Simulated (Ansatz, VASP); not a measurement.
Two plane-wave programs on In3As

```xyz
4
Lattice="-3.0658 3.0658 3.0658 3.0658 -3.0658 3.0658 3.0658 3.0658 -3.0658" Properties=species:S:1:pos:R:3 pbc="T T T"
In    3.0658    0.0000    0.0000
In    0.0000    3.0658    0.0000
In    0.0000    0.0000    3.0658
As    0.0000    0.0000    0.0000
```

Alike in both runs: task relaxation of cell and atoms; functional PBE; k mesh 4 × 4 × 4; occupations gaussian, width 0.1 eV; no spin polarisation.

|  | VASP | Ansatz |
| --- | --- | --- |
| version | VASP 6.6.1 | Ansatz 0.2.0 |
| potentials or method | VASP PAW PBE potentials, release 64 (In_d, As) | scalar-relativistic, plane waves, PAW |
| plane-wave cutoff (eV) | 600 | 420 |
| valence electrons in the cell | 44 | 54 |

|  | VASP | Ansatz | Ansatz less VASP |
| --- | --- | --- | --- |
| gap on the k mesh at the Fermi level, each at its own relaxed structure (eV) | none | none | - |
| relaxed volume (Å³/atom) | 26.66 | 26.58 | -0.088 |
| relaxed cell length with the largest relative difference (Å) | 5.174 | 5.169 | -0.0057 |
| energy change over the relaxation (meV/atom) | -23 | -24 | -0.5 |

A gap of «none» marks a metal or a gap that the smearing closes. The two sets of potentials don't hold the same shells in valence.

Caveats: the k mesh is coarse (spacing up to 0.36 Å⁻¹), so the values aren't converged.
